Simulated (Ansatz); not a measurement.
C3H9N (`CCCN`): measurement beside calculation (Ansatz, PBE0-D4/def2-TZVP geometry).

```xyz
13

C     0.5905   -1.1077   -0.7805
C     0.7425   -0.1639    0.3998
C    -0.5707    0.4721    0.8474
N    -1.2438    1.3242   -0.1177
H     1.5459   -1.5574   -1.0592
H    -0.1034   -1.9209   -0.5465
H     0.2085   -0.5889   -1.6639
H     1.4557    0.6311    0.1495
H     1.1747   -0.7054    1.2493
H    -1.2723   -0.3177    1.1392
H    -0.3922    1.0657    1.7497
H    -0.6294    2.0692   -0.4244
H    -1.5059    0.7996   -0.9426
```

Measured: 24633.518 ± 0.012 MHz (A, Tt conformer, ground vibrational state, S reduction Ir, FTMW and millimetre/submillimetre rotational spectroscopy); 3687.54437 ± 0.00015 MHz (B, Tt conformer, ground vibrational state, S reduction Ir, FTMW and millimetre/submillimetre rotational spectroscopy); 3473.87413 ± 0.00014 MHz (C, Tt conformer, ground vibrational state, S reduction Ir, FTMW and millimetre/submillimetre rotational spectroscopy). Source: Rich Collection of n-Propylamine and Isopropylamine Conformers: Rotational Fingerprints and State-of-the-Art Quantum Chemical Investigation, 2020 (pmc:7997563).

| constant | measured (MHz) | computed (MHz) | error (%) |
| --- | --- | --- | --- |
| A | 24634 | 13885 | -43.6 |
| B | 3688 | 4938 | 33.9 |
| C | 3474 | 4195 | 20.8 |

Computed constants are equilibrium values for the main isotopes; measured ground-state ones include zero-point motion, which usually lowers them by up to about 1 %. All levels miss by much here, so the measurement may belong to another conformer or state, or be off; this wasn't checked.
